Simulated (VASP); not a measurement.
# NaCl (Pm-3m) in VASP: a series of runs

Runs on NaCl. Level: PBE. Tasks: single point.

All numbers are computed with VASP 6.6.1; they aren't measurements. Logs are shortened: lines on timing, memory, paths and dates and some standing lists are left out, and cuts for length are marked.

## (1) Starting point

Symmetry: Pm-3m, No. 221, cubic system. Conventional cell: a = 3.502 Å, b = 3.502 Å, c = 3.502 Å, α = 90.00°, β = 90.00°, γ = 90.00°. Cl (site symmetry m-3m) is surrounded by 8 Na at 3.03 Å. Around Na (site symmetry m-3m) lie 8 Cl at 3.03 Å.

Measurements of this composition are mostly on another form, of space group No. 225.

## (2) Single point, PBE

Contents of INCAR:

```
SYSTEM = NaCl
PREC = Accurate ; ENCUT = 450
EDIFF = 1E-6 ; ISMEAR = 0
SIGMA = 0.02 ; LREAL = .FALSE.
LASPH = .TRUE. ; NELM = 100
ALGO = Normal ; ISIF = 2
LWAVE = .FALSE. ; LCHARG = .FALSE.
GGA = PE ; NBANDS = 15
```

Contents of KPOINTS:

```
regular mesh
0
G
  5 5 5
  0 0 0
```

Contents of POSCAR:

```
NaCl
1.0
    3.5021900000      0.0000000000      0.0000000000
    0.0000000000      3.5021900000      0.0000000000
    0.0000000000      0.0000000000      3.5021900000
Cl Na
1 1
Direct
    0.5000000000      0.5000000000      0.5000000000
    0.0000000000      0.0000000000      0.0000000000
```

Potentials or basis: VASP PAW PBE potentials, release 64 (Cl_GW, Na_sv_GW).

Started as:

```bash
cat potpaw_PBE.64/Cl_GW/POTCAR potpaw_PBE.64/Na_sv_GW/POTCAR > POTCAR
mpirun -np 1 vasp_std > vasp.out
```

OUTCAR:

```text
SYSTEM = NaCl
   PREC = Accurate
   ENCUT = 450
   EDIFF = 1E-6
   ISMEAR = 0
   LREAL = .FALSE.
   LASPH = .TRUE.
   NELM = 100
   ISIF = 2
   GGA = PE

 ion  position               nearest neighbor table
   1  0.500  0.500  0.500-
   2  0.000  0.000  0.000-

  LATTYP: Found a simple cubic cell.
 ALAT       =     3.5021900000

  Lattice vectors:

 A1 = (   3.5021900000,   0.0000000000,   0.0000000000)
 A2 = (   0.0000000000,   3.5021900000,   0.0000000000)
 A3 = (   0.0000000000,   0.0000000000,   3.5021900000)

Analysis of symmetry for initial positions (statically):
=====================================================================
 Subroutine PRICEL returns:
 Original cell was already a primitive cell.

 Routine SETGRP: Setting up the symmetry group for a
 simple cubic supercell.

 Subroutine GETGRP returns: Found 48 space group operations
 (whereof 48 operations were pure point group operations)
 out of a pool of 48 trial point group operations.

The static configuration has the point symmetry O_h .

Analysis of symmetry for dynamics (positions and initial velocities):
=====================================================================
 Subroutine PRICEL returns:
 Original cell was already a primitive cell.

 Routine SETGRP: Setting up the symmetry group for a
 simple cubic supercell.

 Subroutine GETGRP returns: Found 48 space group operations
 (whereof 48 operations were pure point group operations)
 out of a pool of 48 trial point group operations.

The dynamic configuration has the point symmetry O_h .

 Subroutine INISYM returns: Found 48 space group operations
 (whereof 48 operations are pure point group operations),
 and found     1 'primitive' translations

----------------------------------------------------------------------------------------

                                     Primitive cell

  volume of cell :      42.9555

  direct lattice vectors                    reciprocal lattice vectors
     3.502190000  0.000000000  0.000000000     0.285535622  0.000000000  0.000000000
     0.000000000  3.502190000  0.000000000     0.000000000  0.285535622  0.000000000
     0.000000000  0.000000000  3.502190000     0.000000000  0.000000000  0.285535622

  length of vectors
     3.502190000  3.502190000  3.502190000     0.285535622  0.285535622  0.285535622

  position of ions in fractional coordinates (direct lattice)
     0.500000000  0.500000000  0.500000000
     0.000000000  0.000000000  0.000000000

  ion indices of the primitive-cell ions
   primitive index   ion index
                 1           1
                 2           2

----------------------------------------------------------------------------------------

 KPOINTS: regular mesh

Automatic generation of k-mesh.
 Grid dimensions read from file:
 generate k-points for:    5    5    5

 Generating k-lattice:

  Cartesian coordinates                     Fractional coordinates (reciprocal lattice)
     0.057107124  0.000000000  0.000000000     0.200000000  0.000000000  0.000000000
     0.000000000  0.057107124  0.000000000     0.000000000  0.200000000  0.000000000
     0.000000000  0.000000000  0.057107124     0.000000000  0.000000000  0.200000000

  Length of vectors
     0.057107124  0.057107124  0.057107124

  Shift w.r.t. Gamma in fractional coordinates (k-lattice)
     0.000000000  0.000000000  0.000000000

 Subroutine IBZKPT returns following result:
 ===========================================

 Found     10 irreducible k-points:

 Following reciprocal coordinates:
            Coordinates               Weight
  0.000000  0.000000  0.000000      1.000000
  0.200000  0.000000  0.000000      6.000000
  0.400000  0.000000  0.000000      6.000000
  0.200000  0.200000  0.000000     12.000000
  0.400000  0.200000  0.000000     24.000000
  0.400000  0.400000  0.000000     12.000000
  0.200000  0.200000  0.200000      8.000000
  0.400000  0.200000  0.200000     24.000000
  0.400000  0.400000  0.200000     24.000000
  0.400000  0.400000  0.400000      8.000000
   k-points           NKPTS =     10   k-points in BZ     NKDIM =     10   number of bands    NBANDS=     15
   number of dos      NEDOS =    301   number of ions     NIONS =      2
   total plane-waves  NPLWV =  13824
   dimension x,y,z NGX =    24 NGY =   24 NGZ =   24
   dimension x,y,z NGXF=    48 NGYF=   48 NGZF=   48
   ions per type =               1   1
   NGX,Y,Z   is equivalent  to a cutoff of  11.39, 11.39, 11.39 a.u.
   NGXF,Y,Z  is equivalent  to a cutoff of  22.79, 22.79, 22.79 a.u.
 SYSTEM =  NaCl
   PREC   = accura    normal or accurate (medium, high low for compatibility)
   ISTART =      0    job   : 0-new  1-cont  2-samecut
   ICHARG =      2    charge: 1-file 2-atom 10-const
   ISPIN  =      1    spin polarized calculation?
   LNONCOLLINEAR =      F non collinear calculations
   LSORBIT =      F    spin-orbit coupling
   LASPH  =      T    aspherical Exc in radial PAW
   ENCUT  =  450.0 eV  33.07 Ry    5.75 a.u.   6.06  6.06  6.06*2*pi/ulx,y,z
   NELM   =    100;   NELMIN=  2; NELMDL= -5     # of ELM steps
   EDIFF  = 0.1E-05   stopping-criterion for ELM
   LREAL  =      F    real-space projection
   EDIFFG = 0.1E-04   stopping-criterion for IOM
   NSW    =      0    number of steps for IOM
   IBRION =     -1    ionic relax: 0-MD 1-quasi-New 2-CG
   NFREE  =      0    steps in history (QN), initial steepest desc. (CG)
   ISIF   =      2    stress and relaxation
   ISYM   =      2    0-nonsym 1-usesym 2-fastsym
   POTIM  = 0.5000    time-step for ionic-motion
   TEBEG  =    0.0;   TEEND  =   0.0 temperature during run
   PSTRESS=    0.0 pullay stress
   NELECT =      16.0000    total number of electrons
   NUPDOWN=      -1.0000    fix difference up-down
   EMIN   =  10.00;   EMAX   =-10.00  energy-range for DOS
   EFERMI =   0.00;   METHOD = LEGACY
   ISMEAR =     0;   SIGMA  =   0.02  broadening in eV -4-tet -1-fermi 0-gaus
   EFERMI_NEDOS =   21; number of points for ismear=-14 and -15
   IALGO  =     38    algorithm
   IMIX   =      4    mixing-type and parameters
     AMIX     =   0.40;   BMIX     =  1.00
     AMIX_MAG =   1.60;   BMIX_MAG =  1.00
  volume/ion in A,a.u.               =      21.48       144.94
  Fermi-wavevector in a.u.,A,eV,Ry     =   1.177900  2.225908 18.877385  1.387449
  Thomas-Fermi vector in A             =   2.314239
   LORBIT       =      0    0 simple, 1 ext, 2 COOP (PROOUT), +10 PAW based schemes
   GGA     = PE    functional components
   LHFCALC =     F    Hartree Fock is set to
   AEXX    =    0.0000 exact exchange contribution
   IVDW    =     0    specifies the selected vdW correction
   LEPSILON=     F    determine dielectric tensor
   LRPA    =     F    only Hartree local field effects (RPA)
 non-spin polarized calculation
 Gauss-broadening in eV      SIGMA  =   0.02
  energy-cutoff  :      450.00
  volume of cell :       42.96
 maximum number of plane-waves:       948
   NGX = 13   NGY = 13   NGZ = 13

 number of electron      16.0000008 magnetization

 Free energy of the ion-electron system (eV)
  ---------------------------------------------------
  ext. energy  EPLUGINS =         0.00000000
  ---------------------------------------------------
  free energy    TOTEN  =        -8.54868520 eV

  energy without entropy =       -8.54868520  energy(sigma->0) =       -8.54868520

 E-fermi :   0.3180     XC(G=0):  -8.5363

 val. band max:        0.1631043452   @ k =   0.4000   0.4000   0.0000
 cond. band min:       4.1994834863   @ k =   0.0000   0.0000   0.0000
 fundamental gap:      4.0363791411
 Fermi energy:         0.3179684309

 k-point     1 :       0.0000    0.0000    0.0000
  band No.  band energies     occupation
      1     -49.9303      2.00000
      2     -21.8567      2.00000
      3     -21.8567      2.00000
      4     -21.8567      2.00000
      5     -13.1630      2.00000
      6      -0.2765      2.00000
      7      -0.2765      2.00000
      8      -0.2765      2.00000
      9       4.1995      0.00000
     10       8.7421      0.00000
     11       8.7421      0.00000
     12      15.7633      0.00000
     13      15.7658      0.00000
     14      15.7711      0.00000
     15      15.9130      0.00000

 k-point     2 :       0.2000    0.0000    0.0000
  band No.  band energies     occupation
      1     -49.9298      2.00000
      2     -21.8707      2.00000
      3     -21.8554      2.00000
      4     -21.8554      2.00000
      5     -13.0464      2.00000
      6      -1.3210      2.00000
      7      -0.1983      2.00000
      8      -0.1983      2.00000
      9       5.1686      0.00000
     10       9.1685      0.00000
     11       9.4217      0.00000
     12      13.5811      0.00000
     13      13.5811      0.00000
     14      15.1832      0.00000
     15      16.0266      0.00000

 k-point     3 :       0.4000    0.0000    0.0000
  band No.  band energies     occupation
      1     -49.9290      2.00000
      2     -21.8934      2.00000
      3     -21.8534      2.00000
      4     -21.8534      2.00000
      5     -12.8443      2.00000
      6      -2.5438      2.00000
      7      -0.0654      2.00000
      8      -0.0654      2.00000
      9       6.7047      0.00000
     10       9.1480      0.00000
     11      10.2706      0.00000
     12      12.1338      0.00000
     13      12.1338      0.00000
     14      13.7851      0.00000
     15      16.5514      0.00000

 k-point     4 :       0.2000    0.2000    0.0000
  band No.  band energies     occupation
      1     -49.9293      2.00000
      2     -21.8702      2.00000
      3     -21.8676      2.00000
      4     -21.8543      2.00000
      5     -12.9388      2.00000
      6      -1.3206      2.00000
      7      -1.0070      2.00000
      8      -0.1178      2.00000
      9       6.0042      0.00000
     10       9.3118      0.00000
     11      10.0011      0.00000
     12      12.0748      0.00000
     13      13.5182      0.00000
     14      14.3144      0.00000
     15      15.9073      0.00000

 k-point     5 :       0.4000    0.2000    0.0000
  band No.  band energies     occupation
      1     -49.9284      2.00000
      2     -21.8905      2.00000
      3     -21.8658      2.00000
      4     -21.8523      2.00000
      5     -12.7533      2.00000
      6      -2.3429      2.00000
      7      -0.8950      2.00000
      8       0.0192      2.00000
      9       7.2347      0.00000
     10       8.4518      0.00000
     11      10.7253      0.00000
     12      11.6830      0.00000
     13      12.3433      0.00000
     14      14.4031      0.00000
     15      15.9580      0.00000

 k-point     6 :       0.4000    0.4000    0.0000
  band No.  band energies     occupation
      1     -49.9276      2.00000
      2     -21.8864      2.00000
      3     -21.8854      2.00000
      4     -21.8505      2.00000
      5     -12.5971      2.00000
      6      -2.0087      2.00000
      7      -1.9128      2.00000
      8       0.1631      2.00000
      9       6.2218      0.00000
     10       9.2783      0.00000
     11      11.1627      0.00000
     12      11.7820      0.00000
     13      12.7124      0.00000
     14      12.8584      0.00000
     15      17.3885      0.00000

 k-point     7 :       0.2000    0.2000    0.2000
  band No.  band energies     occupation
      1     -49.9288      2.00000
      2     -21.8693      2.00000
      3     -21.8661      2.00000
      4     -21.8661      2.00000
      5     -12.8373      2.00000
      6      -1.2724      2.00000
      7      -0.8987      2.00000
      8      -0.8987      2.00000
      9       6.6703      0.00000
     10       9.8931      0.00000
     11       9.8931      0.00000
     12      11.7969      0.00000
     13      12.6099      0.00000
     14      12.6099      0.00000
     15      18.0417      0.00000

 k-point     8 :       0.4000    0.2000    0.2000
  band No.  band energies     occupation
      1     -49.9279      2.00000
      2     -21.8881      2.00000
      3     -21.8650      2.00000
      4     -21.8638      2.00000
      5     -12.6626      2.00000
      6      -2.1611      2.00000
      7      -0.8500      2.00000
      8      -0.7100      2.00000
      9       7.3961      0.00000
     10       9.0961      0.00000
     11       9.2935      0.00000
     12      12.0924      0.00000
     13      12.4969      0.00000
     14      13.6065      0.00000
     15      17.7140      0.00000

 k-point     9 :       0.4000    0.4000    0.2000
  band No.  band energies     occupation
      1     -49.9271      2.00000
      2     -21.8844      2.00000
      3     -21.8836      2.00000
      4     -21.8621      2.00000
      5     -12.5070      2.00000
      6      -1.8617      2.00000
      7      -1.7818      2.00000
      8      -0.5813      2.00000
      9       6.5874      0.00000
     10       8.9870      0.00000
     11       9.3202      0.00000
     12      11.6992      0.00000
     13      14.0246      0.00000
     14      14.2359      0.00000
     15      15.6109      0.00000

 k-point    10 :       0.4000    0.4000    0.4000
  band No.  band energies     occupation
      1     -49.9262      2.00000
      2     -21.8814      2.00000
      3     -21.8807      2.00000
      4     -21.8807      2.00000
      5     -12.3530      2.00000
      6      -1.6151      2.00000
      7      -1.5485      2.00000
      8      -1.5485      2.00000
      9       7.1988      0.00000
     10       7.7332      0.00000
     11       7.7332      0.00000
     12      13.0825      0.00000
     13      14.6219      0.00000
     14      15.0625      0.00000
     15      15.0625      0.00000

------------------------ aborting loop because EDIFF is reached ----------------------------------------

  FORCE on cell =-STRESS in cart. coord.  units (eV):
  Direction    XX          YY          ZZ          XY          YZ          ZX
  --------------------------------------------------------------------------------------
  -------------------------------------------------------------------------------------
  Total        0.0296834      0.0296834      0.0296834      0.0000000      0.0000000      0.0000000
  in kB        1.1071466      1.1071466      1.1071466      0.0000000      0.0000000      0.0000000
  external PRESSURE =       1.1071466 kB  Pullay stress =       0.0000000 kB

 VOLUME and BASIS-vectors are now :
 -----------------------------------------------------------------------------
  energy-cutoff  :      450.00
  volume of cell :       42.96
      direct lattice vectors                 reciprocal lattice vectors
     3.502190000  0.000000000  0.000000000     0.285535622  0.000000000  0.000000000
     0.000000000  3.502190000  0.000000000     0.000000000  0.285535622  0.000000000
     0.000000000  0.000000000  3.502190000     0.000000000  0.000000000  0.285535622

 POSITION                                       TOTAL-FORCE (eV/Angst)
 -----------------------------------------------------------------------------------
      1.75110      1.75110      1.75110         0.000000      0.000000      0.000000
      0.00000      0.00000      0.00000         0.000000      0.000000      0.000000
 -----------------------------------------------------------------------------------
    total drift:                                0.000000      0.000000     -0.000000

  FREE ENERGIE OF THE ION-ELECTRON SYSTEM (eV)
  ---------------------------------------------------
  free  energy   TOTEN  =        -8.5486852003 eV

  energy  without entropy=       -8.5486852003  energy(sigma->0) =       -8.54868520
```

Run time: 12 s. Hardware: 1 thread of AMD EPYC 7R43 (Zen 3), shared host; peak memory 0.1 GiB.

What came out:

```yaml
Free_energy: -8.5487 eV
Pressure: 0.1 GPa
Band_gap_on_the_k_mesh: 4.04 eV, indirect (least direct gap 4.48 eV)
```

Levels at points of the mesh, in eV from the valence-band top:
| k point | band 5 | band 6 | band 7 | band 8 | band 9 | band 10 | band 11 | band 12 |
| --- | --- | --- | --- | --- | --- | --- | --- | --- |
| (0.00, 0.00, 0.00) | -13.33 | -0.44 | -0.44 | -0.44 | 4.04 | 8.58 | 8.58 | 15.60 |

Caveat: the cutoff is under 1.25 times the usual one of these potentials, so pressure, stress and relaxed cells hold a basis-set (Pulay) error; an odd mesh through Γ misses points on the zone boundary, where band edges often lie.

## (3) Single point, PBE

Contents of INCAR:

```
ALGO = Normal
EDIFF = 1E-7
ENCUT = 500
GGA = PE
ISIF = 2
ISMEAR = 0
LASPH = T
LCHARG = F
LREAL = F
LWAVE = F
NELM = 60
PREC = Accurate
SIGMA = 0.02
```

Contents of KPOINTS:

```
k-points
0
Gamma
  4 4 4
```

POSCAR is that of step 2.

Potentials or basis: VASP PAW PBE potentials, release 64 (Cl_GW, Na_sv_GW).

Started as:

```bash
cat potpaw_PBE.64/Cl_GW/POTCAR potpaw_PBE.64/Na_sv_GW/POTCAR > POTCAR
mpirun -np 1 vasp_std > vasp.out
```

It took 12 s on 1 thread of AMD EPYC 7R43 (Zen 3), shared host; peak memory 0.12 GiB.

The run converged. Its results:

```yaml
Free_energy: -8.5429 eV
Pressure: 0.0 GPa
Band_gap_on_the_k_mesh: 3.98 eV, indirect (least direct gap 4.47 eV)
```

Levels at points of the mesh, in eV from the valence-band top:
| k point | band 6 | band 7 | band 8 | band 9 | band 10 | band 11 |
| --- | --- | --- | --- | --- | --- | --- |
| (0.00, 0.00, 0.00) | -0.49 | -0.49 | -0.49 | 3.98 | 8.52 | 8.52 |
| (0.50, 0.00, 0.00) | -2.94 | -0.26 | -0.26 | 6.91 | 8.57 | 10.40 |
| (0.50, 0.50, 0.00) | -2.26 | -2.26 | 0.00 | 5.53 | 9.82 | 11.03 |
| (0.50, 0.50, 0.50) | -1.85 | -1.85 | -1.85 | 7.09 | 7.09 | 7.09 |

Caveat: the k mesh is coarse (spacing up to 0.45 Å⁻¹), so the values aren't converged.

## (4) Single point, PBE

Contents of INCAR:

```
SYSTEM = NaCl
  PREC = Accurate
  ENCUT = 450
  EDIFF = 1E-7
  ISMEAR = 0
  SIGMA = 0.02
  LREAL = .FALSE.
  LASPH = .TRUE.
  NELM = 100
  ALGO = Fast
  ISIF = 2
  LWAVE = .FALSE.
  LCHARG = .TRUE.
  GGA = PE
  LELF = .TRUE.
  LVHAR = .TRUE.
```

Contents of KPOINTS:

```
regular mesh
0
G
  5 5 5
  0 0 0
```

POSCAR is that of step 3.

Started as:

```bash
cat potpaw_PBE.64/Cl_GW/POTCAR potpaw_PBE.64/Na_sv_GW/POTCAR > POTCAR
mpirun -np 1 vasp_std > vasp.out
```

Wall time 6.6 s (1 thread of Intel Xeon Platinum 8259CL at 2.50GHz (Skylake/Cascade Lake), shared host); peak memory 0.13 GiB.

It converged, with:

* Free energy: -8.5487 eV
* Pressure: 0.1 GPa
* Band gap on the k mesh: 4.04 eV, indirect (least direct gap 4.48 eV)

Levels at points of the mesh, in eV from the valence-band top:
| k point | band 6 | band 7 | band 8 | band 9 | band 10 | band 11 |
| --- | --- | --- | --- | --- | --- | --- |
| (0.00, 0.00, 0.00) | -0.44 | -0.44 | -0.44 | 4.04 | 8.58 | 8.58 |

Caveat: the cutoff is under 1.25 times the usual one of these potentials, so pressure, stress and relaxed cells hold a basis-set (Pulay) error; an odd mesh through Γ misses points on the zone boundary, where band edges often lie.

## (5) The reference run

An earlier run on the cell as given: functional PBEsol; potentials or basis VASP PAW PBE potentials, release 64 (Cl, Na_pv); cutoff 520 eV; k mesh 8 × 8 × 8; occupations fermi-dirac, width 0.05 eV; no spin polarisation.

- Pressure: -1.2 GPa
- Band gap on the k mesh: 3.84 eV, indirect (least direct gap 4.34 eV)

## (6) Overview

```tsv
level	potentials or basis	k mesh	cutoff (eV)	smearing	ladder	mesh quality	gap on the mesh (eV)	pressure (GPa)
PBE	VASP PAW PBE potentials, release 64 (Cl_GW, Na_sv_GW)	5 × 5 × 5	450	gaussian 0.02 eV	-	not flagged	4.04	0.1
PBE	VASP PAW PBE potentials, release 64 (Cl_GW, Na_sv_GW)	4 × 4 × 4	500	gaussian 0.02 eV	-	coarse	3.98	0.0
PBEsol	VASP PAW PBE potentials, release 64 (Cl, Na_pv)	8 × 8 × 8	520	fermi-dirac 0.05 eV	free	not flagged	3.84	-1.2
```

Alike in all rows: task single point; no spin polarisation; cell as given.

Caveats: some runs use coarse meshes; the cutoff is under 1.25 times the usual one of these potentials, so pressure, stress and relaxed cells hold a basis-set (Pulay) error (some runs); an odd mesh through Γ misses points on the zone boundary, where band edges often lie (some runs); the PAW data sets were made with another functional, which shifts forces and pressure a little (some runs).

Total energies depend on the potentials used, so only differences within one code and one set of settings carry meaning.
